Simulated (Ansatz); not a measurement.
## What a trial cell of Mg relaxes into

These are results of Ansatz, DFT PBE, scalar-relativistic, plane waves, PAW, not measurements. Cutoff 420 eV, Γ-centred k mesh, Gaussian smearing, no spin polarisation in the final step.

The start puts Mg on the sites of a reported O cell (R-3m, No. 166), at a guessed volume.

```xyz
2
Lattice="1.8445 1.0649 4.4167 -1.8445 1.0649 4.4167 0.0000 -2.1298 4.4167" Properties=species:S:1:pos:R:3 pbc="T T T"
Mg    0.0000    0.0000    0.7645
Mg    0.0000    0.0000   12.4856
```

Cell and atoms relax at zero pressure; the relaxation can't lower the symmetry of the start. After a coarse first stage the cell is made exact in the group found at 0.06 Å.

Energies count from the standard state of Mg at the same level.

Question: What does it relax into?

Answer: It keeps R-3m (No. 166), but not the shape of the type it started on. Conventional cell: a = 3.143 Å, c = 17.107 Å. Mg has 10 Mg at 3.08–3.19 Å.

```
Mg
1.0
     1.57153    0.90733    5.70221
    -1.57153    0.90733    5.70221
     0.00000   -1.81465    5.70221
Mg
2
Direct
  0.09005 0.09005 0.09005
  0.90995 0.90995 0.90995
```

Question: What are its volume, energy, density and gap?

Answer: The volume per atom is 24.39 Å³ and the density is 1.65 g/cm³. The energy over the standard structure is 0.12 eV/atom and the gap on the 21×21×21 mesh is 0 eV (a metal).

The final run used a 21×21×21 mesh on its 2-atom cell and 0.10 eV smearing. The k mesh leaves about 4 meV/atom of noise in metals. A structure relaxed within its symmetry needn't be a true minimum.